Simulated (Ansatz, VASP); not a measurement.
**Mg in VASP and in Ansatz**

Contents of INCAR:

```
PREC     = Accurate       # precision mode
ENCUT    = 520            # plane-wave cutoff, eV
EDIFF    = 1E-6           # SCF threshold, eV
ISMEAR   = 0              # smearing method
SIGMA    = 0.15           # smearing width, eV
LREAL    = F              # projectors in reciprocal space
LASPH    = T              # aspherical terms in the spheres
NELM     = 60             # most SCF steps
ALGO     = Fast           # electronic algorithm
ISIF     = 2              # what is computed and relaxed
LWAVE    = F              # write WAVECAR
LCHARG   = F              # write CHGCAR
GGA      = PE             # functional
NBANDS   = 7              # bands
```

File KPOINTS:

```
Automatic mesh
0
Gamma
  18 18 18
```

POSCAR

```
Mg
1.0
   -1.8784000000      1.8784000000      1.6366500000
    1.8784000000     -1.8784000000      1.6366500000
    1.8784000000      1.8784000000     -1.6366500000
Mg
1
Direct
    0.0000000000      0.0000000000      0.0000000000
```

Input for Ansatz:

```yaml
crystal:
  lattice:
    - [-1.8784, 1.8784, 1.63665]
    - [1.8784, -1.8784, 1.63665]
    - [1.8784, 1.8784, -1.63665]
  atoms:
    - { symbol: Mg, position: [0.0, 0.0, 0.0] }
basis:
  ecutwfc: 520.0
kpoints:
  mp_grid: { grid: [18, 18, 18] }
hamiltonian:
  xc: pbe
  pseudopotentials: { kind: paw }
scf:
  occupations: { method: gaussian, width: 0.15 }
output:
  forces: true
  stress: true
  eigenvalues: true
```

Alike in both runs: task single point; functional PBE; k mesh 18 × 18 × 18; occupations gaussian, width 0.15 eV; no spin polarisation.

|  | VASP | Ansatz |
| --- | --- | --- |
| version | VASP 6.6.1 | Ansatz 0.2.0 |
| potentials or method | VASP PAW PBE potentials, release 64 (Mg) | scalar-relativistic, plane waves, PAW |
| plane-wave cutoff (eV) | 520 | 520 |
| valence electrons in the cell | 2 | 10 |

```tsv
	VASP	Ansatz	Ansatz less VASP
gap on the k mesh at the Fermi level (eV)	none	none	-
pressure (GPa)	-0.1	0.0	+0.12
largest component of the traceless stress (GPa)	0.59	0.59	+0.007
```

A gap of «none» marks a metal or a gap that the smearing closes. With one functional, cell and mesh, what is left measures potentials, basis and numerics. The two sets of potentials don't hold the same shells in valence.
